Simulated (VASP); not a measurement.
# InAs (Fm-3m) in VASP: notebook, part 2 of 2

VASP 6.6.1. The steps go on from the part before.

### Step 3. RPA correlation energy, PBE (volume scaled by 1.04)

File POSCAR:

```
InAs
1.0
    0.0000000000      2.9151676052      2.9151676052
    2.9151676052      0.0000000000      2.9151676052
    2.9151676052      2.9151676052      0.0000000000
In As
1 1
Direct
    0.5000000000      0.5000000000      0.5000000000
    0.0000000000      0.0000000000      0.0000000000
```

File INCAR.step1:

```
ALGO = Normal ; EDIFF = 1E-8
ENCUT = 400 ; GGA = PE
ISMEAR = 0 ; LASPH = True
LCHARG = False ; LREAL = False
LWAVE = True ; NELM = 60
PREC = Accurate ; SIGMA = 0.05
```

File INCAR.step2:

```
AEXX = 1.0 ; AGGAC = 0.0
ALDAC = 0.0 ; ALGO = EIGENVAL
EDIFF = 1E-8 ; ENCUT = 400
GGA = PE ; ISMEAR = 0
ISTART = 1 ; LASPH = True
LCHARG = False ; LHFCALC = True
LREAL = False ; LWAVE = False
NELM = 1 ; PREC = Accurate
PRECFOCK = Fast ; SIGMA = 0.05
```

File INCAR.step3:

```
ALGO = Exact ; EDIFF = 1E-8
ENCUT = 400 ; GGA = PE
ISMEAR = 0 ; ISTART = 1
LASPH = True ; LCHARG = False
LOPTICS = True ; LREAL = False
LWAVE = True ; NBANDS = 934
NELM = 1 ; PREC = Accurate
SIGMA = 0.05
```

File INCAR.step4:

```
ALGO = ACFDT ; EDIFF = 1E-8
ENCUT = 400 ; ENCUTGW = 200
GGA = PE ; ISMEAR = 0
ISTART = 1 ; LASPH = True
LCHARG = False ; LREAL = False
LWAVE = False ; NBANDS = 934
NELM = 60 ; NOMEGA = 12
PREC = Accurate ; PRECFOCK = Fast
SIGMA = 0.05
```

File KPOINTS:

```
k-points
0
Gamma
  4 4 4
```

Potentials or basis: VASP PAW PBE potentials, release 64 (In_d_GW, As_GW).

On the command line:

```
$ cat potpaw_PBE.64/In_d_GW/POTCAR potpaw_PBE.64/As_GW/POTCAR > POTCAR
$ cp INCAR.step1 INCAR
$ mpirun -np 1 vasp_std > vasp.out
$ cp INCAR.step2 INCAR
$ mpirun -np 1 vasp_std > vasp.out
$ cp INCAR.step3 INCAR
$ mpirun -np 1 vasp_std > vasp.out
$ cp INCAR.step4 INCAR
$ mpirun -np 1 vasp_std > vasp.out
```

OUTCAR:

```text
EDIFF = 1E-8
   ENCUT = 400
   ENCUTGW = 200
   GGA = PE
   ISMEAR = 0
   ISTART = 1
   LASPH = True
   LREAL = False
   NELM = 60
   PREC = Accurate
   PRECFOCK = Fast

 ion  position               nearest neighbor table
   1  0.500  0.500  0.500-   2 2.92   2 2.92   2 2.92   2 2.92   2 2.92   2 2.92
   2  0.000  0.000  0.000-   1 2.92   1 2.92   1 2.92   1 2.92   1 2.92   1 2.92

  LATTYP: Found a face centered cubic cell.
 ALAT       =     5.8303352104

  Lattice vectors:

 A1 = (   0.0000000000,   2.9151676052,   2.9151676052)
 A2 = (   2.9151676052,   0.0000000000,   2.9151676052)
 A3 = (   2.9151676052,   2.9151676052,   0.0000000000)

Analysis of symmetry for initial positions (statically):
[... 138 lines left out ...]
   NKREDY  =     1    reduce k-point grid by
   NKREDZ  =     1    reduce k-point grid by
   AEXX    =    1.0000 exact exchange contribution
   HFSCREEN=    0.0000 screening length (either q_TF or 0.3 A-1)
   HFSCREENC=   0.0000 screening length for correlation (either q_TF or 0.3 A-1)
   ENCUTFOCK=  -1.0 apply spherical cutoff to Coloumb kernel
   IVDW    =     0    specifies the selected vdW correction
   LEPSILON=     F    determine dielectric tensor
   LRPA    =     F    only Hartree local field effects (RPA)
   LRPAFORCE           =     F    calculate RPA forces
   ENCUTGW             = 200.0    cutoff for response function in eV
   ENCUTGWSOFT         = 160.0    soft cutoff for Coulomb kernel in GW response function in eV
   ENCUTLF             =  -1.0    cutoff for local field effects
   NELMGW              =     1    number of iterations in solving QP/BSE equation
   NELMHF              =     1    number of iterations in the inner HF iteration
   NKREDLFX            =     1    NKREDLFY  =   1   NKREDLFZ  =   1
 non-spin polarized calculation
 Gauss-broadening in eV      SIGMA  =   0.05
  energy-cutoff  :      400.00
  volume of cell :       49.55
 maximum number of plane-waves:       934
 NGX is ok and might be reduce to    28
  NGX = 16; NGY = 16; NGZ = 16
   NGX = 13   NGY = 13   NGZ = 13
 maximum number of plane-waves:       332

      cutoff energy     smooth cutoff   RPA   correlation   Hartree contr. to MP2
---------------------------------------------------------------------------------
            200.000           160.000      -24.6465536832      -49.7987363003
            190.476           152.381      -24.4869157336      -49.5979696644
            181.406           145.125      -24.3154737781      -49.3796227034
            172.768           138.214      -24.1289322832      -49.1391814584
            164.541           131.632      -23.9287294284      -48.8783615771
            156.705           125.364      -23.7164776663      -48.5989225059
            149.243           119.394      -23.4871547222      -48.2941614215
            142.136           113.709      -23.2469308345      -47.9722414931
  linear regression
  converged value                          -26.7413097736      -52.5432019539
```

It took 32 min on 1 thread of Intel Xeon Platinum 8488C (Sapphire Rapids), shared host; peak memory 1.1 GiB.

What came out:

| Property | Result |
| --- | --- |
| Band gap on the k mesh, mean-field level | none (metal or under the smearing width) |
| RPA correlation energy | -13.371 eV/atom |
| RPA total energy per cell | -39.206 eV |
| RPA correlation energy per cell | -26.741 eV |

Caveat: the k mesh is coarse (spacing up to 0.47 Å⁻¹), so the values aren't converged; the ground state has no gap, which makes the many-body step unreliable.

### Step 4. The reference run

An earlier run on the cell as given: functional PBE; potentials or basis VASP PAW PBE potentials, release 64 (In_d, As); cutoff 520 eV; k mesh 8 × 8 × 8; occupations fermi-dirac, width 0.05 eV; no spin polarisation.

* Pressure: 0.0 GPa
* Band gap on the k mesh: none (metal or under the smearing width)
